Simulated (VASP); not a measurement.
Input of a VASP 6.6.1 run:

File INCAR:

```
PREC = Accurate
ENCUT = 520
EDIFF = 1E-7
ISMEAR = 0
SIGMA = 0.1
LREAL = False
LASPH = True
NELM = 80
ALGO = Fast
ISIF = 3
LWAVE = False
LCHARG = False
GGA = PS
IBRION = 2
NSW = 80
EDIFFG = -0.002
PSTRESS = 1000
```

The input KPOINTS:

```
regular mesh
0
Gamma
  10 10 10
```

POSCAR

```
Hf                                      
1.0
   -1.5050586938      1.5050586938      1.5050586938
    1.5050586938     -1.5050586938      1.5050586938
    1.5050586938      1.5050586938     -1.5050586938
  Hf            
     1
Direct
     0.0000000000000000    0.0000000000000000    0.0000000000000000
```

Potentials or basis: VASP PAW PBE potentials, release 64 (Hf_pv).

Run with:

```bash
$ cat potpaw_PBE.64/Hf_pv/POTCAR > POTCAR
$ mpirun -np 1 vasp_std > vasp.out
```

Question: Estimate the band gap on the k mesh.

Answer: None (metal or under the smearing width).

Final structure:
```
Hf
1.0
    -1.50506    1.50506    1.50506
     1.50506   -1.50506    1.50506
     1.50506    1.50506   -1.50506
Hf
1
Direct
  0.00000 0.00000 0.00000
```

Caveat: the relaxation stopped at its first step, so nothing moved. Spin-orbit coupling is left out, which matters for the levels of Hf.
